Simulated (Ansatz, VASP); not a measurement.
# Sb in VASP and in Ansatz

```
Sb
1.0
     2.10759    1.21682    3.74400
    -2.10759    1.21682    3.74400
     0.00000   -2.43363    3.74400
Sb
2
Direct
  0.23364 0.23364 0.23364
  0.76636 0.76636 0.76636
```

Change from the starting cell: equal xx and yy strain of -2 %.

Alike in both runs: task single point; functional PBE; k mesh 9 × 9 × 9; occupations fermi-dirac, width 0.05 eV; no spin polarisation.

```csv
,VASP,Ansatz
version,VASP 6.6.1,Ansatz 0.2.0
potentials or method,"VASP PAW PBE potentials, release 64 (Sb), cutoff 520 eV","all-electron LAPW, scalar-relativistic"
```

Ansatz gave:

| Quantity | Value |
| --- | --- |
| pressure (GPa) | 6.1 |
| largest component of the traceless stress (GPa) | 1.10 |
| rms of the force components (eV/Å) | 0.246 |

Estimate VASP's values.

pressure (GPa): 6.2; largest component of the traceless stress (GPa): 1.15; rms of the force components (eV/Å): 0.280.

Atom by atom the forces differ by 0.033 eV/Å (rms over components). Ansatz ran all-electron here, so the differences hold the error of VASP's frozen core and of both bases.

Spin-orbit coupling is left out, which matters for the levels of Sb.
